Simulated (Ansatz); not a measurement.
Structure: SnO2 on the sites of monoclinic HfO2 (relaxed group Pbcn), at its r2SCAN minimum. Space group Pbcn (No. 60), orthorhombic; conventional cell a = 4.731 Å, b = 5.745 Å, c = 5.238 Å, 11.86 Å³ an atom. Sn has 6 O at 2.03–2.11 Å; O has 3 Sn at 2.03–2.11 Å.

```
CELL_PARAMETERS angstrom
5.22063 0.00000 0.42370
0.00000 4.73073 0.00000
-0.46477 0.00000 5.72644
ATOMIC_POSITIONS crystal
Sn 0.25000 0.50000 0.66512
Sn 0.75000 0.00000 0.83488
Sn 0.75000 0.50000 0.33488
Sn 0.25000 0.00000 0.16512
O 0.42108 0.77018 0.89235
O 0.57892 0.27018 0.60765
O 0.57892 0.22982 0.10765
O 0.42108 0.72982 0.39235
O 0.07892 0.27018 0.39235
O 0.92108 0.77018 0.10765
O 0.92108 0.72982 0.60765
O 0.07892 0.22982 0.89235
```

4 runs of Ansatz on this cell differ in the functional (and in the settings that go with it). Levels are in eV from each run's valence top; v1 is the last filled band, c1 the first empty one.

Run A, mean stress 0.0 GPa (compression positive):
```tsv
point	v2	v1	c1	c2
Γ	-0.12	-0.02	2.07	6.99
X	-0.06	-0.06	5.30	5.30
S	-0.20	-0.20	5.76	5.76
Y	-0.09	-0.09	4.79	4.79
```

Run B, mean stress +7.9 GPa (compression positive):
```tsv
point	v2	v1	c1	c2
Γ	-0.13	-0.02	1.41	6.22
X	-0.06	-0.06	4.59	4.59
S	-0.19	-0.19	5.03	5.03
Y	-0.10	-0.10	4.12	4.12
```

Run C, mean stress -1.5 GPa (compression positive):
```tsv
point	v2	v1	c1	c2
Γ	-0.09	0.00	3.13	8.32
X	-0.07	-0.07	6.49	6.49
S	-0.23	-0.23	7.01	7.01
Y	-0.08	-0.08	5.95	5.95
```

Run D, mean stress -1.6 GPa (compression positive):
```tsv
point	v2	v1	c1	c2
Γ	-0.09	0.00	3.84	9.10
X	-0.07	-0.07	7.25	7.25
S	-0.24	-0.24	7.78	7.78
Y	-0.08	-0.08	6.72	6.72
```

Question: Match the runs to PBE, r2SCAN, HSE06, PBE0.

Answer: A is r2SCAN, B is PBE, C is HSE06, D is PBE0. In order of the gap: PBE 1.41, r2SCAN 2.07, HSE06 3.13, PBE0 3.84 eV. The stress vanishes for r2SCAN, which relaxed the cell.

The cell comes from a prototype generator: it can be a known phase or a hypothetical one. Spin polarisation is off.

Spin-orbit coupling is left out, which matters wherever the heavy atoms make up the band edges.

The stress of a hybrid is loosely converged in these runs.

The meshes of the hybrids are coarse, so their gaps aren't converged to the digits shown.
